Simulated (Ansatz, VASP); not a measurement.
AlN in VASP and in Ansatz

```
Al N
1.0
     3.23060    0.00000    0.00000
    -1.61530    2.79778    0.00000
     0.00000    0.00000    3.68510
Al N
2 2
Direct
  0.33333 0.66667 0.75000
  0.66667 0.33333 0.25000
  0.33333 0.66667 0.25000
  0.66667 0.33333 0.75000
```

Alike in both runs: task single point; functional PBE; k mesh 9 × 9 × 6; occupations gaussian, width 0.05 eV; no spin polarisation.

|  | VASP | Ansatz |
| --- | --- | --- |
| version | VASP 6.6.1 | Ansatz 0.2.0 |
| potentials or method | VASP PAW PBE potentials, release 64 (Al, N) | scalar-relativistic, plane waves, PAW |
| plane-wave cutoff (eV) | 520 | 520 |
| valence electrons in the cell | 16 | 16 |

|  | VASP | Ansatz | Ansatz less VASP |
| --- | --- | --- | --- |
| gap on the k mesh at the Fermi level (eV) | 4.62 | 4.60 | -0.014 |
| least direct gap on the mesh (eV) | 4.62 | 4.60 | -0.014 |

With one functional, cell and mesh, what is left measures potentials, basis and numerics.

Caveats: an odd mesh through Γ misses points on the zone boundary, where band edges often lie. PBE gaps usually lie below the measured ones, often by a third to a half.
